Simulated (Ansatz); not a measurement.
Crystal: GaSb.

```xyz
2
Lattice="-2.7534 2.7534 1.5907 2.7534 -2.7534 1.5907 2.7534 2.7534 -1.5907" Properties=species:S:1:pos:R:3 pbc="T T T"
Sb    0.0000    0.0000    0.0000
Ga    0.0000    2.7534    0.7954
```

Measurements of this composition are mostly on another form, of space group No. 216.

| Property | Result |
| --- | --- |
| Program | Ansatz 0.2.0 |
| Task | relaxation of cell and atoms |
| Functional | revPBE |
| Potentials or basis | all-electron LAPW, scalar-relativistic |
| Basis error allowed | 0.001 eV/atom |
| k mesh | 10 × 10 × 10 |
| Occupations | fermi-dirac, width 0.05 eV |
| Spin | no spin polarisation |

At the start: volume 24.12 Å³/atom.

Where does the relaxation end?

Over 5 steps the energy falls by 2.8 meV/atom and the volume is 24.69 Å³/atom (+2.4 %); space group I-4m2 (No. 119, to 0.05 Å).

Step by step:
```csv
step,energy change (eV),largest force (eV/Å),volume (Å³)
1,0.0000,0.0000,48.24
2,-0.0051,0.0000,49.78
3,-0.0057,0.0000,49.42
4,-0.0057,0.0000,49.38
5,-0.0057,0.0000,49.38
```

Final structure:
```yaml
crystal:
  lattice:
    - [-2.78592, 2.78592, 1.59045]
    - [2.78592, -2.78592, 1.59045]
    - [2.78592, 2.78592, -1.59045]
  atoms:
    - { symbol: Sb, position: [0.00000, 0.00000, 0.00000] }
    - { symbol: Ga, position: [0.75000, 0.25000, 0.50000] }
```
